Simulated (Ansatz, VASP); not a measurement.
Mg3Sb2: VASP beside Ansatz

INCAR

```
PREC = Accurate ; ENCUT = 600
EDIFF = 1E-6 ; ISMEAR = -1
SIGMA = 0.05 ; LREAL = False
LASPH = True ; NELM = 80
ALGO = Normal ; ISIF = 2
LWAVE = False ; LCHARG = False
GGA = PE ; NBANDS = 38
```

The input KPOINTS:

```
Automatic mesh
0
Gamma
  7 7 4
```

Contents of POSCAR:

```
Mg3Sb2
1.0
    4.5820000000      0.0000000000      0.0000000000
   -2.2910000000      3.9681284001      0.0000000000
    0.0000000000      0.0000000000      7.2440000000
Sb Mg
2 3
Direct
    0.6666666667      0.3333333333      0.7650000000
    0.3333333333      0.6666666667      0.2350000000
    0.0000000000      0.0000000000      0.0000000000
    0.6666666667      0.3333333333      0.3700000000
    0.3333333333      0.6666666667      0.6300000000
```

The input KPOINTS_OPT:

```
path GMKGALHA,LM,KH
20
line-mode
reciprocal
 0.0000000000  0.0000000000  0.0000000000  G
 0.5000000000  0.0000000000  0.0000000000  M

 0.5000000000  0.0000000000  0.0000000000  M
 0.3333333333  0.3333333333  0.0000000000  K

 0.3333333333  0.3333333333  0.0000000000  K
 0.0000000000  0.0000000000  0.0000000000  G

 0.0000000000  0.0000000000  0.0000000000  G
 0.0000000000  0.0000000000  0.5000000000  A

 0.0000000000  0.0000000000  0.5000000000  A
 0.5000000000  0.0000000000  0.5000000000  L

 0.5000000000  0.0000000000  0.5000000000  L
 0.3333333333  0.3333333333  0.5000000000  H

 0.3333333333  0.3333333333  0.5000000000  H
 0.0000000000  0.0000000000  0.5000000000  A

 0.5000000000  0.0000000000  0.5000000000  L
 0.5000000000  0.0000000000  0.0000000000  M

 0.3333333333  0.3333333333  0.0000000000  K
 0.3333333333  0.3333333333  0.5000000000  H
```

File input.yaml:

```yaml
crystal:
  lattice:
    - [4.582, 0.0, 0.0]
    - [-2.291, 3.9681284001, 0.0]
    - [0.0, 0.0, 7.244]
  atoms:
    - { symbol: Sb, position: [0.6666666667, 0.3333333333, 0.765] }
    - { symbol: Sb, position: [0.3333333333, 0.6666666667, 0.235] }
    - { symbol: Mg, position: [0.0, 0.0, 0.0] }
    - { symbol: Mg, position: [0.6666666667, 0.3333333333, 0.37] }
    - { symbol: Mg, position: [0.3333333333, 0.6666666667, 0.63] }
hamiltonian:
  xc: pbe
  pseudopotentials: { kind: paw }
kpoints:
  mp_grid: { grid: [7, 7, 4] }
  band_path:
    path:
      - [[0.0, 0.0, 0.0], [0.5, 0.0, 0.0], [0.3333333333, 0.3333333333, 0.0], [0.0, 0.0, 0.0], [0.0, 0.0, 0.5], [0.5, 0.0, 0.5], [0.3333333333, 0.3333333333, 0.5], [0.0, 0.0, 0.5]]
      - [[0.5, 0.0, 0.5], [0.5, 0.0, 0.0]]
      - [[0.3333333333, 0.3333333333, 0.0], [0.3333333333, 0.3333333333, 0.5]]
    npoints: 14
scf:
  occupations: { method: fermi_dirac, width: 0.05 }
  n_extra_bands: 12
output:
  forces: true
  stress: true
  eigenvalues: true
  fatbands: false
```

Alike in both runs: task band structure; functional PBE; k mesh 7 × 7 × 4; occupations fermi-dirac, width 0.05 eV; no spin polarisation.

```csv
,VASP,Ansatz
version,VASP 6.6.1,Ansatz 0.2.0
potentials or method,"VASP PAW PBE potentials, release 64 (Sb_d_GW, Mg_sv_GW)",Ansatz PAW
plane-wave cutoff (eV),600,420
valence electrons in the cell,60,60
```

VASP gave:

* gap on the k mesh at the Fermi level (eV): 0.36
* least direct gap on the mesh (eV): 1.16
* gap along the band path (eV): 0.29
* pressure (GPa): 0.6
* largest component of the traceless stress (GPa): 0.46
* rms of the force components (eV/Å): 0.186

What did Ansatz give for the same quantities?

gap on the k mesh at the Fermi level (eV): 0.36; least direct gap on the mesh (eV): 1.17; gap along the band path (eV): 0.29; pressure (GPa): 0.9; largest component of the traceless stress (GPa): 0.46; rms of the force components (eV/Å): 0.183.

Atom by atom the forces differ by 0.002 eV/Å (rms over components). The functional is the same, so the differences come from potentials, cutoffs and numerics.

Caveats: spin-orbit coupling is left out, which moves the levels of the heavy elements; the k mesh misses the band edges, so the gap on the mesh is wider than the one along the path (Ansatz). As with any semilocal functional, this PBE gap is likely too small.
